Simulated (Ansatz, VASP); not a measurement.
# One calculation of HfSi, two programs

```
Hf Si
1.0
     3.68933    0.00000    0.00000
    -1.84466    3.19505    0.00000
     0.00000    0.00000    6.61483
Hf Si
2 2
Direct
  0.00000 0.00000 0.00000
  0.00000 0.00000 0.50000
  0.33333 0.66667 0.25000
  0.66667 0.33333 0.75000
```

Alike in both runs: functional PBEsol; k mesh 10 × 10 × 6; occupations fermi-dirac, width 0.05 eV; no spin polarisation.

Ansatz relaxed the structure, and its values are those at the end. VASP's run is a single point on that final structure, the one shown.

```csv
,VASP,Ansatz
version,VASP 6.6.1,Ansatz 0.2.0
potentials or method,"VASP PAW PBE potentials, release 64 (Hf_pv, Si)","PAW with Ansatz's default frozen-core files, scalar-relativistic"
plane-wave cutoff (eV),520,420
valence electrons in the cell,28,60
```

|  | VASP | Ansatz | Ansatz less VASP |
| --- | --- | --- | --- |
| pressure (GPa) | 0.1 | 0.0 | -0.06 |

The two sets of potentials don't hold the same shells in valence.

Caveats: the PAW data sets were made with another functional, which shifts forces and pressure a little (VASP). Spin-orbit coupling is left out, which matters for the levels of Hf.
